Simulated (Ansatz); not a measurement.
A 2-atom cell of AgI started from a crystallographic database, relaxed with r2SCAN. Space group F-43m (No. 216), cubic; conventional cell a = 6.577 Å, 35.57 Å³ an atom. Ag is surrounded by 4 I at 2.85 Å; I is surrounded by 4 Ag at 2.85 Å.

```
Ag I
1.0
     0.00000    3.28863    3.28863
     3.28863    0.00000    3.28863
     3.28863    3.28863    0.00000
Ag I
1 1
Direct
  0.00000 0.00000 0.00000
  0.25000 0.25000 0.25000
```

5 runs of Ansatz on this cell differ in the functional (and in the settings that go with it). Levels are in eV from each run's valence top; v1 is the last filled band, c1 the first empty one.

Run A, mean stress +0.6 GPa (compression positive):
```
point     v4     v3     v2     v1    c1    c2
    Γ  -3.60   0.00   0.00   0.00  2.51  7.01
    X  -3.47  -2.83  -1.79  -1.79  4.70  5.03
    U  -3.38  -3.23  -2.07  -1.43  5.10  6.17
    L  -3.57  -3.46  -0.71  -0.71  3.97  7.46
    W  -3.31  -3.15  -2.08  -1.73  6.02  6.28
```

Run B, mean stress 0.0 GPa (compression positive):
```
point     v4     v3     v2     v1    c1    c2
    Γ  -2.96   0.00   0.00   0.00  1.82  6.36
    X  -2.84  -2.47  -1.69  -1.69  4.01  4.26
    U  -2.91  -2.70  -1.90  -1.34  4.37  5.37
    L  -2.93  -2.82  -0.68  -0.68  3.26  6.76
    W  -2.72  -2.67  -2.02  -1.56  5.17  5.53
```

Run C, mean stress +0.6 GPa (compression positive):
```
point     v4     v3     v2     v1    c1    c2
    Γ  -3.48   0.00   0.00   0.00  2.75  7.28
    X  -3.36  -2.79  -1.79  -1.79  5.00  5.31
    U  -3.29  -3.17  -2.07  -1.43  5.38  6.45
    L  -3.46  -3.35  -0.72  -0.72  4.23  7.74
    W  -3.19  -3.11  -2.09  -1.72  6.28  6.60
```

Run D, mean stress -3.3 GPa (compression positive):
```
point     v4     v3     v2     v1    c1    c2
    Γ  -2.94   0.00   0.00   0.00  1.06  5.72
    X  -2.84  -2.51  -1.69  -1.69  3.51  3.71
    U  -2.91  -2.70  -1.91  -1.34  3.80  4.83
    L  -2.92  -2.82  -0.68  -0.68  2.56  6.19
    W  -2.74  -2.66  -2.03  -1.55  4.54  5.10
```

Run E, mean stress +6.0 GPa (compression positive):
```
point     v4     v3     v2     v1     c1     c2
    Γ  -5.94   0.00   0.00   0.00   8.90  13.56
    X  -5.77  -3.56  -2.05  -2.05  10.47  11.50
    U  -5.67  -3.64  -2.54  -1.65  11.21  12.75
    L  -5.80  -4.33  -0.82  -0.82  10.50  13.85
    W  -5.63  -3.60  -2.28  -2.23  12.13  13.19
```

Question: Match the runs to LDA, r2SCAN, HSE06, DDH-PBE0, Hartree-Fock.

Answer: A is HSE06, B is r2SCAN, C is DDH-PBE0, D is LDA, E is Hartree-Fock. In order of the gap: LDA 1.06, r2SCAN 1.82, HSE06 2.51, DDH-PBE0 2.75, Hartree-Fock 8.90 eV. The stress vanishes for r2SCAN, which relaxed the cell.

(Simulation; spin polarisation is off.)

Spin-orbit coupling is left out, which matters wherever the heavy atoms make up the band edges.

The stress of a hybrid is loosely converged in these runs.

The meshes of the hybrids are coarse, so their gaps aren't converged to the digits shown.
